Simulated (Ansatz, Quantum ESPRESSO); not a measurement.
## Au: 3 runs at one level of theory

```
Au
1.0
     2.74841    0.00000    0.00000
     0.00000    2.74841    0.00000
     0.00000    0.00000    2.74841
Au
1
Direct
  0.50000 0.50000 0.50000
```

This isn't the form of Au at room conditions, which is fcc.

Alike in all runs: task equation of state; functional PBE; k mesh 10 × 10 × 10; occupations fermi-dirac, width 0.05 eV; no spin polarisation; no spin-orbit coupling.

```csv
program and potentials,plane-wave cutoff (eV),notes,equilibrium volume (Å³/atom),bulk modulus (GPa)
"Ansatz, Ansatz PAW",420,-,20.81,104.2
"Ansatz, Ansatz PAW (earlier soft set)",420,-,20.81,104.2
"Quantum ESPRESSO, SSSP 1.3 efficiency PBE",816,-,20.70,105.2
```

The equilibrium volume spans 20.70 (Quantum ESPRESSO, SSSP 1.3 efficiency PBE) to 20.81 Å³/atom (Ansatz, Ansatz PAW (earlier soft set)). The bulk modulus spans 104.2 (Ansatz, Ansatz PAW (earlier soft set)) to 105.2 GPa (Quantum ESPRESSO, SSSP 1.3 efficiency PBE). For a metal such a mesh isn't converged, which the comparison doesn't need.

The functional is the same throughout but for its coding, so the spread measures potentials, basis and numerics; runs on potential files found faulty are left out.
